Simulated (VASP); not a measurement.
VASP 6.6.1 run: Si

INCAR

```
LWAVE = .FALSE.
NSW = 0
SIGMA = 0.02
NBANDS = 16
IBRION = -1
ISIF = 2
ENCUT = 520
PREC = Accurate
EDIFF = 1E-7
ISMEAR = -1
LASPH = .TRUE.
NELM = 94
ISYM = 0
GGA = PE
LREAL = Auto
LCHARG = .FALSE.
```

KPOINTS

```
KPOINTS created by Atomic Simulation Environment
0
Gamma
4 4 4
0 0 0
```

POSCAR

```
Si
 1.0000000000000000
     0.0000000000000000    2.7765612735000000    2.7765612735000000
     2.7765612735000000    0.0000000000000000    2.7765612735000000
     2.7765612735000000    2.7765612735000000    0.0000000000000000
 Si
   2
Cartesian
  0.0000000000000000  0.0000000000000000  0.0000000000000000
  1.3882806367499998  1.3882806367499998  1.3882806367499998
```

The recommended PBE PAW datasets give the neutral cell 8 valence electrons.

Command

```
mpirun -np 1 vasp_std
```

OSZICAR

```
N       E                     dE             d eps       ncg     rms          rms(c)
DAV:   1     0.593151878406E+01    0.59315E+01   -0.30164E+03  1152   0.384E+02
DAV:   2    -0.103133748636E+02   -0.16245E+02   -0.15513E+02  1544   0.707E+01
DAV:   3    -0.108086052627E+02   -0.49523E+00   -0.49457E+00  1560   0.926E+00
DAV:   4    -0.108117195692E+02   -0.31143E-02   -0.31141E-02  1440   0.938E-01
DAV:   5    -0.108117484834E+02   -0.28914E-04   -0.28914E-04  1584   0.856E-02    0.456E+00
DAV:   6    -0.107000543659E+02    0.11169E+00   -0.46322E-02  1456   0.693E-01    0.277E+00
DAV:   7    -0.106468393019E+02    0.53215E-01   -0.10134E-01  1488   0.110E+00    0.152E-01
DAV:   8    -0.106487656521E+02   -0.19264E-02   -0.58337E-03  1192   0.298E-01    0.853E-02
DAV:   9    -0.106490407519E+02   -0.27510E-03   -0.20342E-04  1672   0.644E-02    0.596E-02
DAV:  10    -0.106490716955E+02   -0.30944E-04   -0.20129E-05  1240   0.196E-02    0.715E-03
DAV:  11    -0.106490745127E+02   -0.28172E-05   -0.41799E-06  1600   0.803E-03    0.481E-03
DAV:  12    -0.106490747373E+02   -0.22456E-06   -0.72172E-07  1224   0.394E-03    0.481E-03
DAV:  13    -0.106490748609E+02   -0.12362E-06   -0.21498E-08  1384   0.693E-04    0.490E-04
DAV:  14    -0.106490748713E+02   -0.10390E-07   -0.19925E-09   712   0.221E-04
   1 F= -.10649075E+02 E0= -.10649075E+02  d E =-.143240E-09
```

From OUTCAR

```
k-points           NKPTS =     36   k-points in BZ     NKDIM =     36   number of bands    NBANDS=     16

   NELECT =       8.0000    total number of electrons

   dimension x,y,z NGX =    30 NGY =   30 NGZ =   30
   dimension x,y,z NGXF=    60 NGYF=   60 NGZF=   60

  energy-cutoff  :      520.00
  volume of cell :       42.81
      direct lattice vectors                 reciprocal lattice vectors
     0.000000000  2.776561274  2.776561274    -0.180078864  0.180078864  0.180078864
     2.776561274  0.000000000  2.776561274     0.180078864 -0.180078864  0.180078864
     2.776561274  2.776561274  0.000000000     0.180078864  0.180078864 -0.180078864

 k-points in reciprocal lattice and weights: KPOINTS created by Atomic Simulation Env
   0.00000000  0.00000000  0.00000000       0.016
   0.25000000  0.00000000  0.00000000       0.031
   0.00000000  0.25000000  0.00000000       0.031
   0.00000000  0.00000000  0.25000000       0.031
   0.25000000  0.25000000  0.25000000       0.031
   0.50000000  0.00000000  0.00000000       0.016
   0.00000000  0.50000000  0.00000000       0.016
   0.00000000  0.00000000  0.50000000       0.016
   ...

 E-fermi :   5.6141

 k-point     1 :       0.0000    0.0000    0.0000
  band No.  band energies     occupation
      1      -6.3064      2.00000
      2       5.2119      2.00000
      3       5.2119      2.00000
      4       5.2119      2.00000
      5       7.7305      0.00000
      6       7.7305      0.00000
      7       7.7305      0.00000
      8       7.8354      0.00000
      9      12.8738      0.00000
     10      12.8738      0.00000
     11      12.9155      0.00000
     12      16.2189      0.00000
     13      16.2189      0.00000
     14      16.2189      0.00000
     15      20.2131      0.00000
     16      27.5262      0.00000

 k-point     2 :       0.2500    0.0000    0.0000
  band No.  band energies     occupation
      1      -5.5529      2.00000
      2       1.3957      2.00000
      3       4.4925      2.00000
      4       4.4925      2.00000
      5       7.0014      0.00000
      6       8.6459      0.00000
      7       8.6459      0.00000
      8      11.5963      0.00000
      9      12.3594      0.00000
     10      12.3594      0.00000
     11      13.9941      0.00000
     12      16.6399      0.00000
     13      19.4270      0.00000
     14      19.4270      0.00000
     15      22.4538      0.00000
     16      22.4882      0.00000

 k-point     3 :       0.0000    0.2500    0.0000
  band No.  band energies     occupation
      1      -5.5529      2.00000
      2       1.3957      2.00000
      3       4.4925      2.00000
      4       4.4925      2.00000
      5       7.0014      0.00000
      6       8.6459      0.00000
      7       8.6459      0.00000
      8      11.5963      0.00000
      9      12.3594      0.00000
     10      12.3594      0.00000
     11      13.9941      0.00000
     12      16.6399      0.00000
     13      19.4270      0.00000
     14      19.4270      0.00000
     15      22.4540      0.00000
     16      22.4882      0.00000

 ...

  Total       -0.8655989     -0.8655989     -0.8655989     -0.0000002      0.0000002      0.0000008
  in kB      -32.3948129    -32.3948142    -32.3948136     -0.0000087      0.0000071      0.0000294
  external PRESSURE =     -32.3948136 kB  Pullay stress =       0.0000000 kB

 POSITION                                       TOTAL-FORCE (eV/Angst)
 -----------------------------------------------------------------------------------
      0.00000      0.00000      0.00000         0.000000      0.000000      0.000000
      1.38828      1.38828      1.38828        -0.000000     -0.000000     -0.000000
 -----------------------------------------------------------------------------------
    total drift:                               -0.000000     -0.000000     -0.000000

  FREE ENERGIE OF THE ION-ELECTRON SYSTEM (eV)
  ---------------------------------------------------
  free  energy   TOTEN  =       -10.6490748713 eV

  energy  without entropy=      -10.6490748712  energy(sigma->0) =      -10.64907487
```

It converged. Results: gap between bands v and c on the k mesh 0.82 eV; least direct gap on the k mesh 2.44 eV; pressure -3.2 GPa. Band v is the last that the valence electrons fill when counted band by band, and c is the next.

These settings aren't sound, so the numbers aren't properties of the crystal.

On sound settings PBE gives a gap of 0.72 eV on its mesh and a pressure of -3.7 GPa for the intended cell.

The run took about 39 s on one core of a shared host (Intel Xeon Platinum 8488C) and held 0.16 GiB at most.
